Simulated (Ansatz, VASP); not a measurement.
Te: VASP beside Ansatz

Contents of INCAR:

```
PREC     = Accurate       # precision mode
ENCUT    = 520            # plane-wave cutoff, eV
EDIFF    = 1E-6           # SCF threshold, eV
ISMEAR   = -1             # smearing method
SIGMA    = 0.1            # smearing width, eV
LREAL    = False          # projectors in reciprocal space
LASPH    = True           # aspherical terms in the spheres
NELM     = 60             # most SCF steps
ALGO     = Normal         # electronic algorithm
ISIF     = 2              # what is computed and relaxed
LWAVE    = False          # write WAVECAR
LCHARG   = False          # write CHGCAR
GGA      = PS             # functional
NBANDS   = 13             # bands
```

KPOINTS

```
regular mesh
0
Gamma
  11 11 8
```

POSCAR

```
Te
1.0
    3.8084499179      0.0000000000      0.0000000000
   -1.9042249589      3.2982143779      0.0000000000
    0.0000000000      0.0000000000      4.3020553216
Te
2
Direct
    0.3333333333      0.6666666667      0.2500000000
    0.6666666667      0.3333333333      0.7500000000
```

Input for Ansatz:

```yaml
crystal:
  lattice:
    - [3.8084499179, 0.0, 0.0]
    - [-1.9042249589, 3.2982143779, 0.0]
    - [0.0, 0.0, 4.3020553216]
  atoms:
    - { symbol: Te, position: [0.3333333333, 0.6666666667, 0.25] }
    - { symbol: Te, position: [0.6666666667, 0.3333333333, 0.75] }
hamiltonian:
  xc: pbesol
  pseudopotentials:
    kind: paw
    azcp:
      Te: "pseudopotentials/Te.paw.azcp"
basis:
  ecutwfc: 420
  fft_grid_basis: typed
kpoints:
  mp_grid: { grid: [11, 11, 8], shift: [0, 0, 0] }
magnetization:
  spin_polarized: false
scf:
  occupations: { method: fermi_dirac, width: 0.1 }
  lower_state_search: "off"
output:
  stress: true
```

Alike in both runs: task single point; functional PBEsol; k mesh 11 × 11 × 8; occupations fermi-dirac, width 0.1 eV; no spin polarisation.

|  | VASP | Ansatz |
| --- | --- | --- |
| version | VASP 6.6.1 | Ansatz 0.2.0 |
| potentials or method | VASP PAW PBE potentials, release 64 (Te) | plane waves (420 eV) with PAW, scalar-relativistic |
| plane-wave cutoff (eV) | 520 | 420 |
| valence electrons in the cell | 12 | 32 |

|  | VASP | Ansatz | Ansatz less VASP |
| --- | --- | --- | --- |
| pressure (GPa) | 5.9 | 5.9 | -0.07 |
| largest component of the traceless stress (GPa) | 1.95 | 1.88 | -0.072 |

The functional is the same, so the differences come from potentials, cutoffs and numerics. The two sets of potentials don't hold the same shells in valence. Ansatz warned: «pseudo_functional_mismatch».

Caveats: the PAW data sets were made with another functional, which shifts forces and pressure a little (VASP). The runs have no spin-orbit coupling, so splittings on Te are missing.
